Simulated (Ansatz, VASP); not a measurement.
# CdSe: VASP beside Ansatz

One calculation is typed for both programs; each brings its own data sets. How far apart do they land? The cell is taken from a series of runs on this material, whose earlier steps may have relaxed, scaled, displaced or heated it; both programs get it as it stands.

Program: Ansatz 0.2.0. Level of theory: plane waves, with VASP 6.6.1 beside it; single point at PBEsol. Results are calculated unless marked as measured.

**1. The starting structure**

It takes space group F-43m (No. 216, cubic). Conventional cell: a = 6.050 Å, b = 6.050 Å, c = 6.050 Å, α = 90.00°, β = 90.00°, γ = 90.00°. Nearest to Cd lie 4 Se at 2.62 Å. Nearest to Se lie 4 Cd at 2.62 Å. Farther neighbours and most contacts between anions are not listed.

**2. VASP: single point, PBEsol**

A single point gives forces, pressure and levels at one fixed geometry, so differences don't come from the geometry; what else differs is listed under the comparison.

Lines of VASP's logs that name or quote its potential files are left out, and so is its time.

File INCAR:

```
SYSTEM = CdSe
PREC = Accurate
ENCUT = 400
EDIFF = 1E-06
NELM = 120
ISMEAR = 0
SIGMA = 0.01
LREAL = .FALSE.
ALGO = Normal
GGA = PS
NBANDS = 15
LORBIT = 11
LWAVE = .FALSE.
LCHARG = .FALSE.
ISIF = 2
LASPH = .TRUE.
GGA_COMPAT = .FALSE.
EFERMI = MIDGAP
```

File POSCAR:

```
CdSe
1.0
    0.0000000000      3.0250000000      3.0250000000
    3.0250000000      0.0000000000      3.0250000000
    3.0250000000      3.0250000000      0.0000000000
Cd Se
1 1
Direct
    0.0000000000      0.0000000000      0.0000000000
    0.7500000000      0.7500000000      0.7500000000
```

File KPOINTS:

```
Automatic mesh
0
Gamma
3 3 3
0 0 0
```

Potentials, in the order of the species: Cd and Se (PBE family, release 64).

On the command line:

```sh
$ mpirun -np 1 vasp_std
```

Numbers of over 12 decimals in the logs are rounded to 6 here.

The program printed:

```text
[banner, memory and clock lines left out]
running    1 mpi-ranks, on    1 nodes
 distrk:  each k-point on    1 cores,    1 groups
 distr:  one band on    1 cores,    1 groups

 POSCAR found type information on POSCAR CdSe
 POSCAR found :  2 types and       2 ions
|                                                                             |
|               ----> ADVICE to this user running VASP <----                  |
|                                                                             |
|     You enforced a specific xc type in the INCAR file but a different       |
|     [... a line on the potential file left out ...]
|     I HOPE YOU KNOW WHAT YOU ARE DOING!                                     |
|                                                                             |

 LDA part: xc-table for (Slater+PW92), standard interpolation
 POSCAR, INCAR and KPOINTS ok, starting setup
 FFT: planning ... GRIDC
 FFT: planning ... GRID_SOFT
 FFT: planning ... GRID
 WAVECAR not read
 entering main loop
       N       E                     dE             d eps       ncg     rms          rms(c)
DAV:   1     0.879482436224E+02    0.87948E+02   -0.75851E+03   120   0.868E+02
DAV:   2    -0.330668038788E+01   -0.91255E+02   -0.87555E+02   148   0.234E+02
DAV:   3    -0.637332650107E+01   -0.30666E+01   -0.30635E+01   127   0.454E+01
DAV:   4    -0.638607831151E+01   -0.12752E-01   -0.12751E-01   141   0.281E+00
DAV:   5    -0.638616171746E+01   -0.83406E-04   -0.83406E-04   141   0.203E-01    0.639E+00
DAV:   6    -0.597696051962E+01    0.40920E+00   -0.66543E-01   173   0.108E+01    0.515E+00
DAV:   7    -0.594557913088E+01    0.31381E-01   -0.17500E-01   120   0.296E+00    0.229E+00
DAV:   8    -0.594506807280E+01    0.51106E-03   -0.17213E-02   120   0.170E+00    0.255E-01
DAV:   9    -0.594506400910E+01    0.40637E-05   -0.17211E-03   120   0.586E-01    0.533E-02
DAV:  10    -0.594512583913E+01   -0.61830E-04   -0.19423E-04   120   0.184E-01    0.441E-02
DAV:  11    -0.594516746720E+01   -0.41628E-04   -0.65667E-05   120   0.558E-02    0.155E-02
DAV:  12    -0.594516681703E+01    0.65017E-06   -0.37053E-06   148   0.272E-02
   1 F= -.59451668E+01 E0= -.59451668E+01  d E =0.000000E+00
```

OUTCAR, selected parts (step 2):

```text
ion  position               nearest neighbor table
   1  0.000  0.000  0.000-   2 2.62   2 2.62   2 2.62   2 2.62
   2  0.750  0.750  0.750-   1 2.62   1 2.62   1 2.62   1 2.62

  LATTYP: Found a face centered cubic cell.
 ALAT       =     6.0500000000

 Subroutine GETGRP returns: Found 24 space group operations
 (whereof 24 operations were pure point group operations)

The static configuration has the point symmetry T_d .

 Found      4 irreducible k-points:

   k-points           NKPTS =      4   k-points in BZ     NKDIM =      4   number of bands    NBANDS=     15

   dimension x,y,z NGX =    28 NGY =   28 NGZ =   28
   dimension x,y,z NGXF=    56 NGYF=   56 NGZF=   56

   ENCUT  =  400.0 eV  29.40 Ry    5.42 a.u.   6.98  6.98  6.98*2*pi/ulx,y,z

   NELECT =      18.0000    total number of electrons

 k-points in reciprocal lattice and weights: Automatic mesh
   0.00000000  0.00000000  0.00000000       0.037
   0.33333333  0.00000000  0.00000000       0.296
   0.33333333  0.33333333  0.00000000       0.222
  -0.33333333  0.33333333  0.00000000       0.444

 average (electrostatic) potential at core
       1 -39.7947       2 -56.1359

 E-fermi :   1.2698

 k-point     1 :       0.0000    0.0000    0.0000
  band No.  band energies     occupation
    ...
      5      -6.6369      2.00000
      6      -6.6369      2.00000
      7       1.0389      2.00000
      8       1.0389      2.00000
      9       1.0389      2.00000
     10       1.5006      0.00000
     11       6.8190      0.00000
     12       6.8190      0.00000
     13       6.8190      0.00000
     14      10.6544      0.00000
    ...

 k-point     2 :       0.3333    0.0000    0.0000
  band No.  band energies     occupation
    ...
      5      -6.6268      2.00000
      6      -6.6251      2.00000
      7      -2.6356      2.00000
      8       0.4241      2.00000
      9       0.4241      2.00000
     10       3.3138      0.00000
     11       7.4022      0.00000
     12       7.4022      0.00000
     13       7.5113      0.00000
     14      10.6877      0.00000
    ...

 k-point     3 :       0.3333    0.3333    0.0000
  band No.  band energies     occupation
    ...
      5      -6.5908      2.00000
      6      -6.5323      2.00000
      7      -2.4046      2.00000
      8      -0.5039      2.00000
      9      -0.5039      2.00000
     10       4.3242      0.00000
     11       4.8046      0.00000
     12       8.9083      0.00000
     13       9.6251      0.00000
     14       9.6251      0.00000
    ...

  Total        0.6035715      0.6035715      0.6035715      0.0000000      0.0000000     -0.0000000
  in kB       17.4675966     17.4675966     17.4675966      0.0000000      0.0000000     -0.0000000
  external PRESSURE =      17.4675966 kB  Pullay stress =       0.0000000 kB

  energy-cutoff  :      400.00
  volume of cell :       55.36
      direct lattice vectors                 reciprocal lattice vectors
     0.000000000  3.025000000  3.025000000    -0.165289256  0.165289256  0.165289256
     3.025000000  0.000000000  3.025000000     0.165289256 -0.165289256  0.165289256
     3.025000000  3.025000000  0.000000000     0.165289256  0.165289256 -0.165289256

 POSITION                                       TOTAL-FORCE (eV/Angst)
 -----------------------------------------------------------------------------------
      0.00000      0.00000      0.00000         0.000000      0.000000      0.000000
      4.53750      4.53750      4.53750        -0.000000     -0.000000     -0.000000
 -----------------------------------------------------------------------------------
    total drift:                                0.000000      0.000000     -0.000000

  FREE ENERGIE OF THE ION-ELECTRON SYSTEM (eV)
  ---------------------------------------------------
  free  energy   TOTEN  =        -5.9451668170 eV

  energy  without entropy=       -5.9451668170  energy(sigma->0) =       -5.94516682

 total charge
# of ion       s       p       d       tot
------------------------------------------
    1        0.434   0.332   9.553  10.319
    2        1.429   2.427   0.022   3.878
--------------------------------------------------
tot          1.863   2.758   9.576  14.197

[... 1 further part left out ...]
```

The gap is read on the k-mesh alone, so it is an upper bound where the band edges lie off the mesh. The PAW data sets were made with PBE, which is usual practice but a small mismatch for other functionals.

**3. Ansatz: single point, PBEsol**

Ansatz runs on its PAW soft_1 files.

The same cell, functional and mesh now go to Ansatz, which takes its cutoff from its data sets.

File input.yaml:

```yaml
crystal:
  lattice:
    - [0.0, 3.025, 3.025]
    - [3.025, 0.0, 3.025]
    - [3.025, 3.025, 0.0]
  atoms:
    - { symbol: Cd, position: [0.0, 0.0, 0.0] }
    - { symbol: Se, position: [0.75, 0.75, 0.75] }
kpoints:
  mp_grid: { grid: [3, 3, 3] }
  band_path:
    path:
      - [[0.0, 0.0, 0.0], [0.5, 0.0, 0.5], [0.5, 0.25, 0.75], [0.375, 0.375, 0.75], [0.0, 0.0, 0.0], [0.5, 0.5, 0.5], [0.625, 0.25, 0.625], [0.5, 0.25, 0.75], [0.5, 0.5, 0.5], [0.375, 0.375, 0.75]]
      - [[0.625, 0.25, 0.625], [0.5, 0.0, 0.5]]
    npoints: 6
scf:
  occupations: { method: fixed }
  n_extra_bands: 6
hamiltonian:
  xc: pbesol
  pseudopotentials: { kind: paw, azcp: { folder: soft_1 }, xc_functional: pbe }
output:
  optics:
    e_range: [0, 14]
    de: 0.025
    sigma: 0.1
    nscf_kmesh: { grid: [10, 10, 10] }
    kdotp_interpolation: "on"
    bands: { spectra_wanted_up_to: 14 }
  write_bands: true
```

On the command line:

```sh
$ ansatz run input.yaml --threads 4 --pin off --max-ram 8192MiB --backend cpu --events-out ev --progress --plain --runs-dir out
```

The program printed:

```text
scf.n_extra_bands = 6 over 18 filled bands (N_el = 36.0): the run solves 24 bands
Engine: ansatz 0.2.0, x86_64-unknown-linux-gnu
Pseudopotentials: kind: paw
Pseudopotential: Cd, paw, valence charge 20, recommended cutoff 420 eV (normal), soft_1/Cd.paw.azcp
Pseudopotential: Se, paw, valence charge 16, recommended cutoff 420 eV (normal), soft_1/Se.paw.azcp
Functional definition: PBEsol
  exchange = pbesol_x
  correlation = pbesol_c
Crystal: 2 atoms, lattice volume = 55.361 Å³
Basis set: ecut = 420 eV, 1067 PW (Γ)
Bands: 24, of which v1, the nominal top of the filled ones, is band 18 counted from 1 (17 counted from 0)
Symmetry: 24 space group operations
Space group: F-43m (ITA 216), of the structure as read, at distance tolerance 3.8e-5 Å
k-points: 4 of 27 (time reversal used)
Non-local potential: Cd, projectors of the file, l = 0: 3, l = 1: 2, l = 2: 2, l = 3: 1
Non-local potential: Se, projectors of the file, l = 0: 2, l = 1: 2, l = 2: 3, l = 3: 1
PAW form: soft (Blöchl's): semilocal exchange-correlation on the pseudo side does not see the compensation charge
PAW frozen core: Cd, regenerated for the run's functional, and the local potential with it (the file was generated under x = pbe(κ = 0.804, μ = 0.219515), c = pbe(β = 0.066725))
PAW frozen core: Se, regenerated for the run's functional, and the local potential with it (the file was generated under x = pbe(κ = 0.804, μ = 0.219515), c = pbe(β = 0.066725))
PAW one-centre angular grid: Cd, 590 points (default); XC on 64 Gauss nodes
PAW one-centre angular grid: Se, 590 points (default); XC on 64 Gauss nodes
Initial density: superposition of atomic densities (chi_scale 0.1, normalization cell, long waves kept (reshape's long-wave potential 0.00 eV rms))
Initial wavefunctions: pseudopotential atomic-orbital guess
Functional: x = pbesol(κ = 0.804, μ = 0.123457), c = pbesol(β = 0.046)
SCF iter   1: F=—  HF=-13609.742931 eV  |F-HF|=—  |Δ(HF+E_count)|=         —  Δρ=4.92e-2  dr2=1.26e0  ethr=3.10e-3  ⟨swp⟩=4.2  Hψ=345  notcnv=0  defer=13
preconditioner: auto → none  [insulator: Δε(μ)=0.213 eV  Ē_g=14.286 eV  n_scr=14 (ndim 8)  ℏωp=21.2 eV  f_vac=0.159  ε∞_Penn≈3.2]
SCF iter   2: F=—  HF=-13609.319768 eV  |F-HF|=—  |Δ(HF+E_count)|=   4.23e-1  Δρ=1.97e-2  dr2=1.66e-1  ethr=3.10e-3  ⟨swp⟩=3.0  Hψ=186  notcnv=0  defer=12
SCF iter   3: F=—  HF=-13609.263744 eV  |F-HF|=—  |Δ(HF+E_count)|=   5.60e-2  Δρ=9.10e-3  dr2=2.55e-2  ethr=4.62e-4  ⟨swp⟩=3.2  Hψ=173  notcnv=0  defer=12
SCF iter   4: F=—  HF=-13609.257504 eV  |F-HF|=—  |Δ(HF+E_count)|=   6.24e-3  Δρ=1.10e-3  dr2=3.33e-4  ethr=7.09e-5  ⟨swp⟩=2.0  Hψ=168  notcnv=0  defer=12
SCF iter   5: F=—  HF=-13609.257557 eV  |F-HF|=—  |Δ(HF+E_count)|=   5.27e-5  Δρ=2.43e-4  dr2=1.59e-5  ethr=9.24e-7  ⟨swp⟩=2.0  Hψ=161  notcnv=0  defer=13
SCF iter   6: F=—  HF=-13609.257552 eV  |F-HF|=—  |Δ(HF+E_count)|=   4.59e-6  Δρ=9.32e-5  dr2=4.77e-6  ethr=4.41e-8  ⟨swp⟩=2.0  Hψ=170  notcnv=0  defer=13
SCF iter   7: F=—  HF=-13609.257598 eV  |F-HF|=—  |Δ(HF+E_count)|=   4.59e-5  Δρ=1.52e-5  dr2=1.22e-7  ethr=1.33e-8  ⟨swp⟩=2.0  Hψ=125  notcnv=0  defer=6
SCF iter   8: F=—  HF=-13609.257564 eV  |F-HF|=—  |Δ(HF+E_count)|=   3.48e-5  Δρ=1.55e-6  dr2=8.94e-10  ethr=3.39e-10  ⟨swp⟩=2.0  Hψ=158  notcnv=0  defer=6
SCF iter   9: F=—  HF=-13609.257564 eV  |F-HF|=—  |Δ(HF+E_count)|=   1.87e-9  Δρ=3.61e-7  dr2=6.93e-11  ethr=2.48e-12  ⟨swp⟩=2.0  Hψ=144  notcnv=0  defer=6
SCF iter  10: F=-13609.257564 eV  HF=-13609.257564 eV  |F-HF|=1.82e-12  |Δ(HF+E_count)|=  1.44e-10  Δρ=4.72e-8  dr2=4.28e-13  ethr=1.00e-12  ⟨swp⟩=8.5  Hψ=390  notcnv=0
SCF 1 converged in 10 iterations: F = -13609.257564 eV  dr2 = 4.28e-13
  greatest PAW one-centre occupation: 1.000 electrons in one spin orbital (limit 2), on the Cd atom at site 0 (counted from 0), in its partial waves of l = 0
NSCF: frozen V_eff on 62 k-points
NSCF: frozen V_eff on 47 k-points
[...]
output.optics: what the bands over the 36 summed would add to eps1, eps2 and the energy-loss function is held between a lower and an upper bound (7 Lanczos steps). eps1, eps2 and their loss function (loss_summed_bands) are given on every row as the summed bands alone make them. Along an axis, on a row where the two bounds hold the loss function to about 1 % of the greater of itself and 0.5 % of |1/eps|, its cell (loss_completed) is given, with the completed eps1 and eps2 that it is formed of (a cell that is left empty reads nan in the table and null in the record). The two bounds hold it so along every axis on all 561 rows up to 14.000 eV. [rest of the remark cut]
SCF converged after 10 iterations
Free energy (F): -13609.257564 eV
Harris-Foulkes:  -13609.257564 eV  (|F-HF|=1.82e-12)
Internal energy: -13609.257564 eV  (E = F + TS)
E sigma→0 (E₀):  -13609.257564 eV
Fermi energy:    7.487988 eV
--- Per-component energies (eV) ---
  E_band       = -891.743014
  E_kinetic    = 552.478101
  E_local      = -6591.759765  (includes V_loc(G=0)·N_el)
  E_nonlocal   = -229.587193
  E_hartree    = 3204.627703
  E_xc         = -240.269538
  E_vxc        = -286.285296  (∫ρ·V_xc dr)
  E_paw        = -6116.028228  (= ΣΔE_a)
  E_vpaw       = -745.844176  (= ΣTr[D̂ρ^β])
  E_aug_tail   = -0.000068  (compensation charges beyond the density's cutoff)
  E_ewald      = -4190.068988
  E_core_change = 1.350413  (= ΣΔE_core)
  E_smearing   = -0.000000  (= −TS)
  E_closure    = -0.000000  (closes the sum)
  Σ components = -13609.257564   (vs F -13609.257564, Δ=0.00e0)
--- Band table (eV) ---
  k-point 0: bands = [... 14 lower, -0.1831, 7.4880, 7.4880, 7.4880, 7.9485, 13.2841, 13.2841, 13.2841, ... 2 higher]
  k-point 1: bands = [... 14 lower, -0.1709, 3.8244, 6.8756, 6.8756, 9.7664, 13.8668, 13.8668, 13.9401, ... 2 higher]
  k-point 2: bands = [... 14 lower, -0.0785, 4.0541, 5.9513, 5.9513, 10.7794, 11.2638, 15.3474, 16.0689, ... 2 higher]
  k-point 3: bands = [... 14 lower, 0.2748, 3.3425, 4.7887, 6.1325, 11.2230, 12.9968, 15.0182, 15.4014, ... 2 higher]
```

In the SCF lines HF is the Harris–Foulkes energy and dr2 the Hartree energy of the density residual, in eV; the loop may stop once dr2 is under the threshold and the program's other checks hold. Hψ counts applications of the Hamiltonian.

**4. Comparison**

Known differences besides the potentials themselves: fixed occupations in Ansatz, narrow Gaussian smearing in VASP; the data sets hold 36 valence electrons in Ansatz (on its PAW soft_1 files) and 18 in VASP; the cutoff is 420 eV in Ansatz and 400 eV in VASP; Ansatz makes its cores anew for this functional, VASP keeps those of its PBE data sets. Total energies have different zeros and are not compared.

The two programs side by side:

```tsv
quantity	Ansatz	VASP	difference
gap on the k mesh (eV)	0.461	0.462	-0.001
```

A gap on the mesh is an upper bound, since the band edges may lie between its points.

**5. Outcome**

```
difference in gap on the k mesh (single point, PBEsol) : -0.0012 eV
```

In words: The difference in gap on the k mesh is -0.0012 eV (single point, PBEsol), within the 0.08 eV picked in this series as the mark of a large difference. The data sets hold unlike numbers of valence electrons (36 in Ansatz and 18 in VASP), so part of the differences comes from the potentials. How closely two codes agree says nothing of how well the functional describes the real material.

[Lines on the potential files, build, host, timing and source positions are cut from VASP's logs without a mark.]

[Logs are printed without paths, hosts, clocks, repeated set-up lines and the standing remarks that a program may print on its own settings, such as how far it seeks lower states.]

[Hosts, paths, dates, database ids (printed as entryN), source tags and the programs' standing remarks are cut or masked in the printed files.]
